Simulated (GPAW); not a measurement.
Runs of GPAW 26.7.0 on Ta. The typed cell holds 1 atom: a = 2.878 Å, b = 2.876 Å, c = 2.867 Å, α = 107.90°, β = 109.43°, γ = 112.18°. 

```csv
task,level,potentials or basis,cutoff (eV),k mesh for the DOS,dos width,data set,grid spacing,gap on the mesh (eV),pressure (GPa)
single point,PBE+D3(BJ),"GPAW PAW data sets (gpaw-data 1.2.1), fd",-,-,-,-,0.16 Å,none,-
single point,PBE,"GPAW PAW data sets (gpaw-data 1.2.1), pw",600,-,-,-,-,none,3.4
density of states,r2SCAN,"GPAW PAW data sets (gpaw-data 1.2.1), pw",600,16 × 16 × 16,0.2 eV,-,-,none,(a)
electron localisation function,revPBE,"the program's PAW data sets (release 1.2.1) made for this functional, other valence, pw",600,-,-,Ta 5,-,none,8.5
```

Alike in all rows: no spin polarisation; cell sheared at random, sigma 0.03, atoms nudged by 0.01 Å; k mesh 11 × 11 × 11; smearing fermi-dirac 0.05 eV.

Problem. Fill in the values left out.

Solution. (a) 1.7.

Caveats: pairwise dispersion overbinds metals, which lowers pressure and volume (some runs); the PAW data sets were made with another functional, which shifts forces and pressure a little (some runs).

A k mesh can miss the band edges, and the runs leave out spin-orbit coupling on Ta.

A gap of «none» marks a metal or a gap under the smearing width.

The runs don't all hold the same shells in valence.
